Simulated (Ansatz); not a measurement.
CdSe (F-43m) from a database structure: a relaxation of cell and atoms in Ansatz 0.2.0 (PBE). The input holds the cell as the database lists it.

Input file:
```yaml
crystal:
  lattice:
    - [0.0, 3.0702711986, 3.0702711986]
    - [3.0702711986, 0.0, 3.0702711986]
    - [3.0702711986, 3.0702711986, 0.0]
  atoms:
    - { symbol: Cd, position: [0.0, 0.0, 0.0] }
    - { symbol: Se, position: [0.75, 0.75, 0.75] }
kpoints:
  mp_grid: { grid: [6, 6, 6] }
hamiltonian:
  xc: pbe
scf:
  occupations: { method: fermi_dirac, width: 0.02 }
relax:
  f_tol: 0.005
  cell: {}
output:
  write_density: true
  write_potential: true
  elf: true
  volumetric_format: npy
```

Run as `ansatz run input.yaml --threads 2 --pin off --max-ram 29491MiB --backend cpu --events-out ev --progress --plain --runs-dir out`. It took 3.6 s on 2 threads of AMD EPYC 7R13 Processor (Zen 3), with other jobs on the host, load about 1.9 per core; peak host memory 0.49 GiB.

Main lines of the log:
```
Functional definition: PBE
Crystal: 2 atoms, lattice volume = 57.884 Å³
Basis set: ecut = 420 eV, 1139 PW (Γ)
Bands: 22, of which v1, the nominal top of the filled ones, is band 18 counted from 1 (17 counted from 0)
Symmetry: 24 space group operations
Space group: F-43m (ITA 216)
k-points: 16 of 216 (time reversal used)
preconditioner: auto → none  [insulator: Δε(μ)=0.536 eV  σ=0.020 eV  ℏωp=20.7 eV]
relax step 1: F+E_penalty+E_count = -13724.78612320 eV  P = +1.296 GPa  Ω = 57.884 Å³
relax step 2: F+E_penalty+E_count = -13724.79156538 eV  P = -0.317 GPa  Ω = 59.912 Å³
relax step 3: F+E_penalty+E_count = -13724.79207647 eV  P = -0.016 GPa  Ω = 59.502 Å³
relax step 4: F+E_penalty+E_count = -13724.79240104 eV  P = -0.019 GPa  Ω = 59.502 Å³  (SCF on a basis re-selected at this cell)
SCF converged after 7 iterations
Free energy (F): -13724.792401 eV
Fermi energy:    6.952289 eV
--- Forces (eV/Å), atoms counted from 1 ---
  atom   1  Cd      0.00000      0.00000      0.00000
  atom   2  Se      0.00000      0.00000      0.00000
--- Stress (GPa, compression-positive) ---
       -0.018934       0.000000       0.000000
        0.000000      -0.018934       0.000000
        0.000000       0.000000      -0.018934
  P = ⅓ Tr σ = -0.0189 GPa (-0.189 kbar)
--- Relaxed structure (3 steps of the walk, 3 accepted, 1 SCFs on fresh bases) ---
  F+E_penalty+E_count = -13724.79240104 eV
  cell:  # Å, volume = 59.5023 Å³
    - [0.000000, 3.098616, 3.098616]
    - [3.098616, 0.000000, 3.098616]
    - [3.098616, 3.098616, 0.000000]
  atoms:
    - { symbol: Cd, position: [0.000000, 0.000000, 0.000000] }
    - { symbol: Se, position: [0.750000, 0.750000, 0.750000] }
```

Planar averages along the third cell vector, from rho_z.tsv and v_z.tsv (valence density with its augmentation; electrostatic potential energy of an electron, of which only differences have a meaning):
```
z (Å)  ρ (e/Å³)  v_es (eV)
 0.00     1.352       2.91
 0.15     1.255       3.67
 0.44     0.790       5.10
 0.58     0.539       5.87
 0.73     0.340       6.70
 0.88     0.206       7.60
 1.17     0.089       9.38
 1.31     0.070      10.04
 1.46     0.063      10.45
 1.61     0.063      10.69
 1.90     0.080      10.65
 2.04     0.097      10.31
 2.19     0.120       9.63
 2.34     0.151       8.72
 2.63     0.288       7.09
 2.78     0.444       6.52
 2.92     0.689       6.03
 3.07     0.990       5.50
 3.36     1.267       4.04
 3.51     1.138       3.23
 3.65     0.983       2.52
 3.80     0.939       1.98
 4.09     1.183       1.74
 4.24     1.317       2.19
```

The walk took 3 steps and changed the volume by +2.8 %. The last SCF, on a fresh basis, lies 3.1 meV an atom below the first. At the end: the symmetry is F-43m (No. 216, cubic); conventional cell a = 6.197 Å, 29.75 Å³ an atom. Cd has 4 Se at 2.68 Å; Se has 4 Cd at 2.68 Å.

No spin polarisation and no zero-point or thermal motion.
